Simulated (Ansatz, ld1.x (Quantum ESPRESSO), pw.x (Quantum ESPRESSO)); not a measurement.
barium (Ba): does the TM potential hold in the solid?

* Element: Ba (Z = 56)
* Generator: ld1.x (Quantum ESPRESSO) 7.5
* Type: norm-conserving Troullier–Martins (Kleinman–Bylander form)
* Functional: PBE
* Relativity: scalar-relativistic
* Frozen core: [Xe]
* Valence charge: 2
* Reference configuration: 5d0 6s2 6p0
* Partial waves: 6p (bound, empty): rc 4.20 bohr; 5d (bound, empty): rc 2.60 bohr; 4f channel at -0.05 Ry: rc 4.55 bohr; 6s (bound): rc 3.70 bohr
* Local potential: the s channel
* Core correction: a·sin(br)/r model core, default radius (core density twice the valence density)

Atomic tests: cutoffs needed: 6 Ry and 6 Ry (the cutoffs (Ry, on a coarse ladder) from which the occupation-weighted sum of valence levels, in a spherical-Bessel basis at the reference potential, stays within 10 and 1 mRy of its value at 400 Ry); ghost test: no extra level below or beside the all-electron valence levels (p, d, f, s tested) (spherical-Bessel basis up to 400 Ry, 20 bohr box); largest excitation error: -31 meV (all-electron minus pseudo) for 5d1 6s0 6p0, out of 7 test configurations.

Crystal test: diamond Ba in pw.x 7.5, no spin, 8³ k-points, Fermi–Dirac smearing 0.01 Ry, cutoffs 50/200 Ry. The reference is all-electron LAPW (Ansatz 0.2.0) with the same functional, mesh and smearing; V0 and B0 come from Birch–Murnaghan fits to the pressures at five volumes. Errors are pseudo minus all-electron; Δ is the rms difference of the E(V) curves that follow from these fits, minima aligned, over ±6 % about the mean V0. Mesh and smearing are coarse, so the numbers serve the comparison and aren't converged zero-temperature values; the lattice is a test structure that the element need not adopt.

```json
{"V (Å³/atom)": "54.979", "P all-electron (GPa)": "0.38", "P pseudo (GPa)": "-2.71"}
{"V (Å³/atom)": "56.426", "P all-electron (GPa)": "0.16", "P pseudo (GPa)": "-2.46"}
{"V (Å³/atom)": "57.873", "P all-electron (GPa)": "-0.01", "P pseudo (GPa)": "-2.23"}
{"V (Å³/atom)": "59.320", "P all-electron (GPa)": "-0.13", "P pseudo (GPa)": "-2.01"}
{"V (Å³/atom)": "60.767", "P all-electron (GPa)": "-0.22", "P pseudo (GPa)": "-1.81"}
```

All-electron: a0 = 7.733 Å (V0 = 57.81 Å³/atom), B0 = 5.8 GPa.

Pseudopotential: mean pressure error (GPa): -2.28. The pressure does not cross zero within the volumes sampled, so no fit is given. The largest radius (4.55 bohr) exceeds half the bond length (3.17 bohr), so the spheres overlap, which is one possible source of error among others. This is a poor potential for the solid. The atomic tests give no hint of an error of this size, and its cause was not traced. The pseudo pressure rises with volume over the whole range, a mechanical instability.

**Question.** At the middle volume, how do free energy and pressure move when the wave cutoff is lowered (ecutrho kept at four times it)?

**Answer.**

```json
{"cutoff (Ry)": "22", "shift of F (meV/atom)": "+0.5", "shift of P (GPa)": "-0.00"}
{"cutoff (Ry)": "30", "shift of F (meV/atom)": "+0.2", "shift of P (GPa)": "-0.00"}
{"cutoff (Ry)": "40", "shift of F (meV/atom)": "+0.1", "shift of P (GPa)": "+0.00"}
```

Input at the middle volume:

```
&control
  calculation='scf', prefix='x', pseudo_dir='./', outdir='./tmp', tstress=.true., disk_io='low'
/
&system
  ibrav=0, nat=2, ntyp=1, ecutwfc=50, ecutrho=200, nbnd=9,
  occupations='smearing', smearing='fd', degauss=0.01
/
&electrons
  conv_thr=1e-09, mixing_beta=0.4, electron_maxstep=70
/
ATOMIC_SPECIES
Ba 1.0 Ba.UPF
CELL_PARAMETERS angstrom
  0.00000000 3.86804928 3.86804928
  3.86804928 0.00000000 3.86804928
  3.86804928 3.86804928 0.00000000
ATOMIC_POSITIONS crystal
Ba 0.0000 0.0000 0.0000
Ba 0.2500 0.2500 0.2500
K_POINTS automatic
8 8 8 0 0 0
```

```bash
pw.x < Ba.scf.in > Ba.scf.out
```

Lines of the output:

```
Message from routine setup:
     using ibrav=0 with symmetry is DISCOURAGED, use correct ibrav instead
     lattice parameter (alat)  =      10.3373  a.u.
     unit-cell volume          =     781.0927 (a.u.)^3
     number of electrons       =         4.00
     number of Kohn-Sham states=            9
     kinetic-energy cutoff     =      50.0000  Ry
     charge density cutoff     =     200.0000  Ry
     scf convergence threshold =      1.0E-09
     Exchange-correlation= PBE
     number of k points=    29  Fermi-Dirac smearing, width (Ry)=  0.0100
     iteration #  1     ecut=    50.00 Ry     beta= 0.40
     total energy              =      -4.96102168 Ry
     estimated scf accuracy    <       0.01068074 Ry
     iteration #  2     ecut=    50.00 Ry     beta= 0.40
     total energy              =      -4.96184823 Ry
     estimated scf accuracy    <       0.00250355 Ry
     iteration #  3     ecut=    50.00 Ry     beta= 0.40
     total energy              =      -4.96245655 Ry
     estimated scf accuracy    <       0.00021638 Ry
     iteration #  4     ecut=    50.00 Ry     beta= 0.40
     c_bands:  1 eigenvalues not converged
     total energy              =      -4.96259881 Ry
     estimated scf accuracy    <       0.00000053 Ry
     iteration #  5     ecut=    50.00 Ry     beta= 0.40
     total energy              =      -4.96261280 Ry
     estimated scf accuracy    <       0.00000026 Ry
     iteration #  6     ecut=    50.00 Ry     beta= 0.40
     total energy              =      -4.96261273 Ry
     estimated scf accuracy    <       0.00000107 Ry
     iteration #  7     ecut=    50.00 Ry     beta= 0.40
     the Fermi energy is     1.7084 ev
!    total energy              =      -4.96261286 Ry
     estimated scf accuracy    <          5.1E-10 Ry
     smearing contrib. (-TS)   =      -0.01276082 Ry
     The total energy is F=E-TS. E is the sum of the following terms:
     one-electron contribution =       2.37098103 Ry
     hartree contribution      =       0.00661803 Ry
     xc contribution           =      -4.37963880 Ry
     ewald contribution        =      -2.94781229 Ry
     convergence has been achieved in   7 iterations
          total   stress  (Ry/bohr**3)                   (kbar)     P=      -22.33
```

The run at the middle volume (29 k-points, 7 iterations) took about 18 s on one core of a shared host (Neoverse-V2, 192 threads, 742 GiB, load 60).
